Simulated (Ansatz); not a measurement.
Te2Mo: a film clamped to a substrate

The calculation used Ansatz, DFT PBEsol, scalar-relativistic, plane waves, PAW. Settings: plane waves to 420 eV, k-mesh 12×12×2 (Γ-centred), Gaussian smearing 0.05 eV. Spin–orbit coupling is left out, which matters for the heavy elements here. No spin polarisation. Energies are free energies at this smearing, counted from the undisturbed cell; pressure is positive in compression.

The starting cell (relaxed at this level):

```
Te Mo
1.0
     3.49399    0.00000    0.00000
    -1.74700    3.02589    0.00000
     0.00000    0.00000   14.00854
Te Mo
4 2
Cartesian
  0.0000 2.0173 8.7011
  1.7470 1.0086 1.6968
  0.0000 2.0173 12.3117
  1.7470 1.0086 5.3074
  0.0000 2.0173 3.5021
  1.7470 1.0086 10.5064
```

The cell holds layers and no dispersion correction was added, so their binding is poorly described.

The cell (6 atoms, V0 = 148.10 Å³) is strained by p along both x and y and by q along z, fractional coordinates fixed. τp = (1/V0) ∂E/∂p = (σxx + σyy)(1 + p)(1 + q) and τq = (1/V0) ∂E/∂q = σzz(1 + p)², with tension positive.

| p | q | ΔE (meV/atom) | τp (GPa) | τq (GPa) |
| --- | --- | --- | --- | --- |
| 0.000 | 0.000 | 0.00 | -0.01 | 0.00 |
| -0.025 | 0.000 | 21.96 | -11.79 | -4.16 |
| 0.025 | 0.000 | 19.19 | 9.65 | 3.51 |
| 0.000 | -0.025 | 10.65 | -4.09 | -5.65 |
| 0.000 | 0.025 | 9.68 | 3.57 | 4.92 |

Problem. Get the second derivatives of the energy density.

Solution. Central differences give A = ∂τp/∂p = 429 GPa (C11 + C22 + 2 C12), C = ∂τq/∂q = 211 GPa (C33) and the cross term B = ∂τq/∂p = 153 GPa (C13 + C23); ∂τp/∂q = 153 GPa must equal B, and any difference shows higher-order terms. The ions are clamped.

Problem. A film of this crystal grows with z along the normal on a substrate that imposes p. How does its thickness respond, and what does the misfit cost?

Solution. Count p and q from the stress-free cell. A free surface needs τq = 0, so q = −(B/C) p = -0.73 p. The energy density left is (A − B²/C) p²/2 = M p², with the biaxial modulus M = 159 GPa; a misfit of 1 % costs 2.45 meV/atom, against 3.30 meV/atom if the thickness were held.

Forces appear on the atoms along this scan, and letting them relax would lower the energy and soften the response. The gap closes along the scan, which can put kinks into the curve.

Cost: 18 runs of about 9.7 core-minutes in all, on Intel Xeon Processor @ 2.50GHz (Skylake/Cascade Lake) (shared hosts).

The 211 GPa found for C33 puts the stiffness along z on a par with the in-plane constants, whereas layered MoTe2 is known to be far softer across its layers than within them. The likely cause is the way the strain is applied: scaling z at fixed fractional coordinates shortens or stretches the covalent Mo–Te bonds together with the gaps between layers. In the real crystal, the weakly bound gaps would take up most of a normal strain.

The large cross term has a similar origin, since in-plane and normal strain load the same slanted Mo–Te bonds. The thickness response of -0.73 p therefore describes a uniformly scaled lattice and shouldn't be read as the Poisson response of a real film. For both strains, compression costs more than equal extension, as expected from the steep short-range repulsion between overlapping shells.

The misfit energy also presumes perfect transfer of strain from the substrate; a tellurium-terminated layer held only by van der Waals forces may instead slip and grow close to its own lattice constant.
